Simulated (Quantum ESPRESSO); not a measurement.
# Hf (Im-3m) in Quantum ESPRESSO: energy-loss spectrum with LDA

Aim: the energy-loss spectrum of Hf with LDA.

Program: Quantum ESPRESSO 7.5. These are calculated values, not measurements. Logs are shortened: lines on timing, memory, paths and dates and some standing lists are left out, and cuts for length are marked.

**1. The crystal as given**

It takes space group Im-3m (No. 229, cubic). The conventional cell has a = 3.610 Å, b = 3.610 Å, c = 3.610 Å, α = 90.00°, β = 90.00°, γ = 90.00°. Hf (site symmetry m-3m) has 8 Hf at 3.13 Å as nearest neighbours.

This isn't the form of Hf at room conditions, which is hcp.

**2. Energy-loss spectrum, LDA**

pw.in

```
&CONTROL
  calculation = 'scf'
  prefix = 'pwscf'
  outdir = './tmp'
  pseudo_dir = './pseudo'
  tprnfor = .true.
  tstress = .true.
  disk_io = 'low'
/
&SYSTEM
  ibrav = 0
  nat = 1
  ntyp = 1
  ecutwfc = 46
  ecutrho = 186
  nbnd = 12
  occupations = 'smearing'
  smearing = 'mv'
  degauss = 0.01999163
/
&ELECTRONS
  conv_thr = 2d-10
  electron_maxstep = 120
  mixing_beta = 0.5
/
ATOMIC_SPECIES
Hf   178.4900 Hf.upf
CELL_PARAMETERS angstrom
  -1.8050000000    1.8050000000    1.8050000000
   1.8050000000   -1.8050000000    1.8050000000
   1.8050000000    1.8050000000   -1.8050000000
ATOMIC_POSITIONS crystal
Hf     0.0000000000    0.0000000000    0.0000000000
K_POINTS automatic
7 7 7 0 0 0
```

scf2.in

```
&CONTROL
  calculation = 'scf'
  prefix = 'pwscf'
  outdir = './tmp'
  pseudo_dir = './pseudo'
  tprnfor = .true.
  tstress = .true.
  disk_io = 'low'
/
&SYSTEM
  ibrav = 0
  nat = 1
  ntyp = 1
  ecutwfc = 46
  ecutrho = 186
  nbnd = 12
  occupations = 'smearing'
  smearing = 'mv'
  degauss = 0.01999163
/
&ELECTRONS
  conv_thr = 1d-11
  electron_maxstep = 120
  mixing_beta = 0.5
  startingpot = 'file'
  startingwfc = 'file'
/
ATOMIC_SPECIES
Hf   178.4900 Hf.upf
CELL_PARAMETERS angstrom
  -1.8050000000    1.8050000000    1.8050000000
   1.8050000000   -1.8050000000    1.8050000000
   1.8050000000    1.8050000000   -1.8050000000
ATOMIC_POSITIONS crystal
Hf     0.0000000000    0.0000000000    0.0000000000
K_POINTS automatic
7 7 7 0 0 0
```

eels.in

```
&LR_INPUT
  prefix = 'pwscf'
  outdir = './tmp'
  restart_step = 5000
  restart = .false.
/
&LR_CONTROL
  calculator = 'lanczos'
  approximation = 'TDDFT'
  q1 = 0.1990297312
  q2 = 0
  q3 = 0
  itermax = 800
/
```

spectrum.in

```
&LR_INPUT
  prefix = 'pwscf'
  outdir = './tmp'
  eels = .true.
  itermax0 = 800
  itermax = 20000
  extrapolation = 'osc'
  epsil = 0.02
  units = 1
  start = 0
  end = 40
  increment = 0.2
/
```

spectrum_short.in

```
&LR_INPUT
  prefix = 'pwscf'
  outdir = './tmp'
  eels = .true.
  itermax0 = 532
  itermax = 20000
  extrapolation = 'osc'
  epsil = 0.02
  units = 1
  start = 0
  end = 40
  increment = 0.2
/
```

Potentials or basis: PseudoDojo 0.4.1 SR LDA standard.

Command:

```console
OMP_NUM_THREADS=1 pw.x -in pw.in > pw.out
OMP_NUM_THREADS=1 pw.x -in scf2.in > scf2.out
OMP_NUM_THREADS=1 turbo_eels.x -in eels.in > eels.out
OMP_NUM_THREADS=1 turbo_spectrum.x -in spectrum.in > spectrum.out
OMP_NUM_THREADS=1 turbo_spectrum.x -in spectrum_short.in > spectrum_short.out
```

pw.out:

```text
This program is part of the open-source Quantum ESPRESSO suite
     for quantum simulation of materials; please cite
[... 9 lines left out ...]
     --------------------
     sticks:   dense  smooth     PW     G-vecs:    dense   smooth      PW
     Sum         483     483    155                 6819     6699    1205

     Using Slab Decomposition

     bravais-lattice index     =            0
     lattice parameter (alat)  =       5.9079  a.u.
     unit-cell volume          =     158.7407 (a.u.)^3
     number of atoms/cell      =            1
     number of atomic types    =            1
     number of electrons       =        12.00
     number of Kohn-Sham states=           12
     kinetic-energy cutoff     =      46.0000  Ry
     charge density cutoff     =     186.0000  Ry
     scf convergence threshold =      2.0E-10
     mixing beta               =       0.5000
     number of iterations used =            8  plain     mixing
     Exchange-correlation= SLA  PW   NOGX NOGC
                           (   1   4   0   0   0   0   0)

     celldm(1)=   5.907948  celldm(2)=   0.000000  celldm(3)=   0.000000
     celldm(4)=   0.000000  celldm(5)=   0.000000  celldm(6)=   0.000000

     crystal axes: (cart. coord. in units of alat)
               a(1) = (  -0.577350   0.577350   0.577350 )
               a(2) = (   0.577350  -0.577350   0.577350 )
               a(3) = (   0.577350   0.577350  -0.577350 )

     reciprocal axes: (cart. coord. in units 2 pi/alat)
               b(1) = ( -0.000000  0.866025  0.866025 )
               b(2) = (  0.866025 -0.000000  0.866025 )
               b(3) = (  0.866025  0.866025  0.000000 )

     PseudoPot. # 1 for Hf read from file:
     Hf.upf
     Pseudo is Norm-conserving + core correction, Zval = 12.0
     Generated using ONCVPSP code by D. R. Hamann
     Using radial grid of 1618 points,  8 beta functions with:
                l(1) =   0
                l(2) =   0
                l(3) =   1
                l(4) =   1
                l(5) =   2
                l(6) =   2
                l(7) =   3
                l(8) =   3

     atomic species   valence    mass     pseudopotential
     Hf               12.00   178.49000     Hf( 1.00)

     48 Sym. Ops., with inversion, found

   Cartesian axes

     site n.     atom                  positions (alat units)
         1        Hf     tau(   1) = (   0.0000000   0.0000000   0.0000000  )

     number of k points=    20  Marzari-Vanderbilt smearing, width (Ry)=  0.0200
                       cart. coord. in units 2pi/alat
        k(    1) = (   0.0000000   0.0000000   0.0000000), wk =   0.0058309
        k(    2) = (   0.1237179   0.1237179   0.0000000), wk =   0.0699708
        k(    3) = (   0.2474358   0.2474358   0.0000000), wk =   0.0699708
        k(    4) = (   0.3711537   0.3711537   0.0000000), wk =   0.0699708
        k(    5) = (   0.2474358   0.1237179   0.1237179), wk =   0.1399417
        k(    6) = (   0.3711537   0.2474358   0.1237179), wk =   0.2798834
[... 12 lines left out ...]
        k(   19) = (  -0.7423075  -0.1237179  -0.1237179), wk =   0.0466472
        k(   20) = (  -0.0000000  -0.0000000   0.7423075), wk =   0.0349854

     Dense  grid:     6819 G-vectors     FFT dimensions: (  25,  25,  25)

     Smooth grid:     6699 G-vectors     FFT dimensions: (  25,  25,  25)

     Initial potential from superposition of free atoms

     starting charge      11.9985, renormalised to      12.0000
     Starting wfcs are   10 randomized atomic wfcs +    2 random wfcs

     Self-consistent Calculation

     iteration #  1     ecut=    46.00 Ry     beta= 0.50
     Davidson diagonalization with overlap
     ethr =  1.00E-02,  avg # of iterations =  4.1

     Threshold (ethr) on eigenvalues was too large:
     Diagonalizing with lowered threshold

     Davidson diagonalization with overlap
     ethr =  1.34E-04,  avg # of iterations =  2.7

     total energy              =    -112.86822377 Ry
     estimated scf accuracy    <       0.01726849 Ry

     iteration #  2     ecut=    46.00 Ry     beta= 0.50
     Davidson diagonalization with overlap
     ethr =  1.44E-04,  avg # of iterations =  1.6

     total energy              =    -112.86931819 Ry
     estimated scf accuracy    <       0.00135259 Ry

     iteration #  3     ecut=    46.00 Ry     beta= 0.50
     Davidson diagonalization with overlap
     ethr =  1.13E-05,  avg # of iterations =  2.4

     total energy              =    -112.86947652 Ry
     estimated scf accuracy    <       0.00006694 Ry

     iteration #  4     ecut=    46.00 Ry     beta= 0.50
     Davidson diagonalization with overlap
     ethr =  5.58E-07,  avg # of iterations =  2.2

     total energy              =    -112.86948152 Ry
     estimated scf accuracy    <       0.00000129 Ry

     iteration #  5     ecut=    46.00 Ry     beta= 0.50
     Davidson diagonalization with overlap
     ethr =  1.07E-08,  avg # of iterations =  2.9

     total energy              =    -112.86948196 Ry
     estimated scf accuracy    <       0.00000086 Ry

     iteration #  6     ecut=    46.00 Ry     beta= 0.50
     Davidson diagonalization with overlap
     ethr =  7.20E-09,  avg # of iterations =  2.0

     total energy              =    -112.86948214 Ry
     estimated scf accuracy    <          1.0E-09 Ry

     iteration #  7     ecut=    46.00 Ry     beta= 0.50
     Davidson diagonalization with overlap
     ethr =  8.40E-12,  avg # of iterations =  2.5

     End of self-consistent calculation

          k = 0.0000 0.0000 0.0000 (   887 PWs)   bands (ev):

   -48.5736 -16.8500 -16.8500 -16.8500   6.2750  14.5311  14.5311  14.5311
    17.1816  17.1816  26.2158  26.2158

          k = 0.1237 0.1237 0.0000 (   849 PWs)   bands (ev):

   -48.5631 -16.9872 -16.8929 -16.8492   6.9665  14.0938  14.2821  15.2246
    16.6867  17.1992  26.6984  27.6765

          k = 0.2474 0.2474 0.0000 (   844 PWs)   bands (ev):

   -48.5403 -17.2853 -16.9906 -16.8504   8.6275  13.2778  13.4949  16.8012
    17.1646  17.4115  25.6570  26.0404

          k = 0.3712 0.3712 0.0000 (   828 PWs)   bands (ev):

   -48.5218 -17.5138 -17.0669 -16.8504   9.7867  12.7333  13.8288  17.0334
    17.8263  19.6509  22.9845  23.7598

          k = 0.2474 0.1237 0.1237 (   835 PWs)   bands (ev):

   -48.5466 -17.1909 -16.9463 -16.8808   8.1901  13.5270  13.5960  16.3413
    16.6435  17.5718  26.5824  27.4890

          k = 0.3712 0.2474 0.1237 (   836 PWs)   bands (ev):

   -48.5260 -17.4109 -17.0643 -16.8941   9.8636  12.8362  13.1848  16.7103
    17.8085  19.0411  23.5706  25.5836

          k = 0.4949 0.3712 0.1237 (   836 PWs)   bands (ev):

   -48.5168 -17.5020 -17.1235 -16.8967  10.4123  12.6839  13.5948  16.8035
    18.0609  20.7937  21.6295  24.3797

          k = 0.4949 0.2474 0.2474 (   843 PWs)   bands (ev):

   -48.5146 -17.4101 -17.2249 -16.9322  11.2738  12.4421  12.9827  17.1383
    17.6771  20.7376  21.6548  24.6946

          k = 0.2474 0.2474 0.2474 (   838 PWs)   bands (ev):

   -48.5313 -17.3647 -16.9641 -16.9641   9.7427  12.7775  12.7775  17.4237
    17.4237  19.0666  24.4704  26.3211

          k = 0.3712 0.3712 0.2474 (   841 PWs)   bands (ev):

   -48.5191 -17.4164 -17.1191 -16.9784  11.1414  12.4472  12.9125  17.5747
    17.9380  20.5754  21.5030  24.8384

          k =-0.0000-0.0000 0.2474 (   851 PWs)   bands (ev):

   -48.5535 -17.0207 -16.9385 -16.9385   7.6278  14.4061  14.4061  15.2234
    15.2599  17.8544  27.7114  28.1944

          k = 0.4949 0.3712 0.3712 (   829 PWs)   bands (ev):

   -48.5158 -17.2676 -17.2676 -17.0452  11.9877  12.6406  12.6406  17.9566
    17.9566  18.7225  23.4895  23.4895

          k =-0.0000-0.1237 0.3712 (   840 PWs)   bands (ev):

   -48.5316 -17.2691 -17.0391 -16.9545   9.2298  13.3574  13.8942  15.4012
    16.9528  17.9634  24.9713  28.1042

          k =-0.0000-0.2474 0.4949 (   827 PWs)   bands (ev):

   -48.5139 -17.4784 -17.1176 -16.9479  10.4231  13.0151  13.4148  15.7844
    18.3812  19.4688  22.9688  25.8895

          k = 0.1237-0.1237 0.4949 (   834 PWs)   bands (ev):

   -48.5128 -17.3900 -17.1702 -16.9985  10.7346  12.4186  13.8663  15.8340
    17.4182  19.1496  23.6630  26.6964

          k =-0.7423-0.2474-0.2474 (   829 PWs)   bands (ev):

   -48.5043 -17.4367 -17.2516 -16.9994  11.4259  12.4123  13.1473  16.2041
    18.2452  21.2991  21.4136  24.5122

          k =-0.0000-0.0000 0.4949 (   835 PWs)   bands (ev):

   -48.5120 -17.2674 -17.1460 -17.1460  10.5116  12.5313  15.1448  15.1448
    17.0769  17.4008  25.6977  27.6944

          k =-0.0000-0.1237 0.6186 (   831 PWs)   bands (ev):

   -48.4963 -17.3988 -17.2296 -17.1601  11.2963  11.7429  15.3159  15.3391
    18.6315  19.1042  23.2047  24.7200

          k =-0.7423-0.1237-0.1237 (   838 PWs)   bands (ev):

   -48.4890 -17.3547 -17.3547 -17.1800  11.3606  11.3606  14.8721  17.9155
    17.9155  21.2180  22.0153  22.0153

          k =-0.0000-0.0000 0.7423 (   844 PWs)   bands (ev):

   -48.4822 -17.3409 -17.3180 -17.3180  10.9673  10.9687  17.7165  17.7165
    18.8508  19.0928  22.1470  22.1470

     the Fermi energy is    13.1158 ev

!    total energy              =    -112.86948214 Ry
     estimated scf accuracy    <          9.5E-11 Ry
     smearing contrib. (-TS)   =       0.00001965 Ry
     internal energy E=F+TS    =    -112.86950180 Ry

     The total energy is F=E-TS. E is the sum of the following terms:
     one-electron contribution =     -22.55403756 Ry
     hartree contribution      =      14.69395416 Ry
     xc contribution           =     -28.19082706 Ry
     ewald contribution        =     -76.81859134 Ry

     convergence has been achieved in   7 iterations

     Forces acting on atoms (cartesian axes, Ry/au):

     atom    1 type  1   force =     0.00000000    0.00000000    0.00000000

     Total force =     0.000000     Total SCF correction =     0.000000

     Computing stress (Cartesian axis) and pressure

          total   stress  (Ry/bohr**3)                   (kbar)     P=     -144.62
  -0.00098311   0.00000000   0.00000000         -144.62        0.00        0.00
   0.00000000  -0.00098311   0.00000000            0.00     -144.62        0.00
   0.00000000   0.00000000  -0.00098311            0.00        0.00     -144.62

=------------------------------------------------------------------------------=
   JOB DONE.
=------------------------------------------------------------------------------=
```

Run time: 3.5 min. Hardware: 1 thread of Arm Neoverse V1, shared host; peak memory 0.14 GiB.

These settings aren't checked as converged (typed here: ecut_scale = 0.8): the numbers below hold their error.

Results:

* Free energy: -1535.6675 eV
* Pressure: -14.5 GPa
* Band gap on the k mesh: none (metal or under the smearing width)
* Peak of the energy-loss function: 17.0 eV

Caveat: the k mesh is coarse.
